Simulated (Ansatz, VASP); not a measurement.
# One calculation of W3C, two programs

File INCAR:

```
SYSTEM = W3C
ALGO = Normal ; DIPOL = 0.5 0.5 0.334
EDIFF = 1E-6 ; ENCUT = 520
GGA = PE ; IDIPOL = 3
ISIF = 2 ; ISMEAR = 0
LASPH = .True. ; LCHARG = .True.
LDIPOL = .True. ; LELF = .True.
LREAL = .False. ; LVACPOTAV = .True.
LVHAR = .True. ; LWAVE = .False.
NBANDS = 31 ; NELM = 80
PREC = Accurate ; SIGMA = 0.1
```

The input KPOINTS:

```
k-points
0
Gamma
  9 9 1
  0 0 0
```

File POSCAR:

```
W3C
1.0
    2.8545944806      0.0000000000      0.0000000000
   -1.4272972403      2.4721513377      0.0000000000
    0.0000000000      0.0000000000     21.6971108210
W C
3 1
Direct
    0.6666666667      0.3333333333      0.1843563428
    0.3333333333      0.6666666667      0.2926027619
    0.0000000000      0.0000000000      0.4008418859
    0.3333333333     -0.3333333333      0.4593750248
```

Input for Ansatz:

```yaml
crystal:
  lattice:
    - [2.8545944806, 0.0, 0.0]
    - [-1.4272972403, 2.4721513377, 0.0]
    - [0.0, 0.0, 21.697110821]
  atoms:
    - { symbol: W, position: [0.6666666667, 0.3333333333, 0.1843563428] }
    - { symbol: W, position: [0.3333333333, 0.6666666667, 0.2926027619] }
    - { symbol: W, position: [0.0, 0.0, 0.4008418859] }
    - { symbol: C, position: [0.3333333333, -0.3333333333, 0.4593750248] }
basis:
  ecutwfc: 420
kpoints:
  mp_grid: { grid: [9, 9, 1] }
hamiltonian:
  xc: pbe
scf:
  occupations: { method: gaussian, width: 0.1 }
output:
  forces: true
  eigenvalues: true
efield:
  axis: 3
  dipole_correction: true
  ramp_width: 0.04
```

Alike in both runs: task single point; functional PBE; k mesh 9 × 9 × 1; occupations gaussian, width 0.1 eV; no spin polarisation.

```csv
,VASP,Ansatz
version,VASP 6.6.1,Ansatz 0.2.0
potentials or method,"VASP PAW PBE potentials, release 64 (W_sv, C)","scalar-relativistic, plane waves, PAW"
plane-wave cutoff (eV),520,420
valence electrons in the cell,46,46
```

|  | VASP | Ansatz | Ansatz less VASP |
| --- | --- | --- | --- |
| gap on the k mesh at the Fermi level (eV) | none | none | - |
| rms of the force components (eV/Å) | 1.370 | 1.389 | +0.0190 |
| work function, face that differs most (eV) | 5.19 | 5.19 | -0.004 |

Atom by atom the forces differ by 0.023 eV/Å (rms over components). A gap of «none» marks a metal or a gap that the smearing closes.

The runs have no spin-orbit coupling, so splittings on W are missing.
